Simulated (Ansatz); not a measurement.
**Question.** Write an Ansatz input for a single-point calculation of PbSe with PBE (scalar-relativistic), a cutoff of 420 eV (density cutoff 4 times that), a Γ-centred 6×6×6 mesh and Gaussian smearing of 0.05 eV, without spin polarisation. Forces, stress and eigenvalues are wanted. The structure:
```
CELL_PARAMETERS angstrom
0.0000000000 3.0723254011 3.0723254011
3.0723254011 0.0000000000 3.0723254011
3.0723254011 3.0723254011 0.0000000000
ATOMIC_POSITIONS crystal
Pb 0.5000000000 0.5000000000 0.5000000000
Se 0.0000000000 0.0000000000 0.0000000000
```

**Answer.** 
```yaml
crystal:
  lattice:
    - [0.0, 3.0723254011, 3.0723254011]
    - [3.0723254011, 0.0, 3.0723254011]
    - [3.0723254011, 3.0723254011, 0.0]
  atoms:
    - { symbol: Pb, position: [0.5, 0.5, 0.5] }
    - { symbol: Se, position: [0.0, 0.0, 0.0] }
basis:
  ecutwfc: 420
  ecutrho_ratio: 4
kpoints:
  mp_grid: { grid: [6, 6, 6] }
hamiltonian:
  xc: pbe
scf:
  occupations: { method: gaussian, width: 0.05 }
output:
  forces: true
  stress: true
  eigenvalues: true
```

Launched as:
```sh
ansatz run input.yaml --threads 4 --pin off --max-ram 7168MiB --backend cpu --events-out ev --progress --plain --runs-dir out
```

Run as written, it has 30 valence electrons, 1139 plane waves at Γ, 48 symmetry operations and 16 irreducible k-points; it took 6 SCF iterations in all. Run time: 0.4 s on 4 threads of Arm Neoverse V2 (shared host), peak memory 0.33 GiB.

The start was a prototype's sites filled with these elements; the Crystallography Open Database holds the compound in this structure.
